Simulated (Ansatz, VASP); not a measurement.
**KBr in VASP and in Ansatz**

```
K Br
1.0
     0.00000    3.18719    3.18719
     3.18719    0.00000    3.18719
     3.18719    3.18719    0.00000
K Br
1 1
Direct
  0.00000 0.00000 0.00000
  0.50000 0.50000 0.50000
```

Alike in both runs: functional LDA; k mesh 6 × 6 × 6; occupations gaussian, width 0.02 eV; no spin polarisation.

Ansatz relaxed the structure, and its values are those at the end. VASP's run is a single point on that final structure, the one shown.

|  | VASP | Ansatz |
| --- | --- | --- |
| version | VASP 6.6.1 | Ansatz 0.2.0 |
| potentials or method | VASP PAW LDA potentials, release 64 (K_sv, Br) | scalar-relativistic, plane waves, PAW |
| plane-wave cutoff (eV) | 520 | 420 |
| valence electrons in the cell | 16 | 16 |

```tsv
	VASP	Ansatz	Ansatz less VASP
gap on the k mesh at the Fermi level (eV)	4.33	4.32	-0.008
least direct gap on the mesh (eV)	4.33	4.32	-0.008
pressure (GPa)	0.1	0.0	-0.09
```
